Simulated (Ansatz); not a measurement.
## BN (P6_3mc), random displacements

The calculation used Ansatz 0.2.0, DFT r2SCAN, scalar-relativistic, plane waves, PAW. Cutoff 500 eV, Γ-centred 12×12×6 k-points, Gaussian smearing of 0.05 eV. No spin polarisation. Energies are free energies at this smearing, counted from the undisturbed cell; pressure is positive in compression.

The starting cell (as given, not relaxed at this level; this wurtzite form isn't the usual structure):

```
B N
1.0
     2.55394    0.00000    0.00000
    -1.27697    2.21178    0.00000
     0.00000    0.00000    4.22685
B N
2 2
Cartesian
  1.2770 0.7373 4.2257
  0.0000 1.4745 2.1123
  1.2770 0.7373 2.6430
  0.0000 1.4745 0.5295
```

The atoms are displaced (Å, in the unstrained cell):

```tsv
atom	ux	uy	uz
B1	-0.085	0.044	0.063
B2	0.119	0.036	0.065
N3	-0.054	-0.076	0.126
N4	0.020	-0.005	-0.254
```

Strain (Voigt, engineering shear): (0.0313, 0.0280, -0.0124, 0.0406, -0.0086, 0.0692).

Task: What are the energy change, the stress and the forces?

Result: ΔE = 685.0 meV/atom; stress (xx, yy, zz, yz, xz, xy; compression positive) (0.01, -9.16, 34.46, -16.64, -4.41, -26.26) GPa; gap on the mesh 3.87 eV.
| atom | Fx (eV/Å) | Fy | Fz |
| --- | --- | --- | --- |
| B1 | 4.08 | -2.60 | -3.21 |
| B2 | -1.66 | -0.72 | -0.47 |
| N3 | 1.47 | 1.39 | -6.39 |
| N4 | -3.89 | 1.92 | 10.07 |

Cost: 1 run of about 0.2 core-minutes, on Intel Xeon 6975P-C (Granite Rapids) (shared hosts).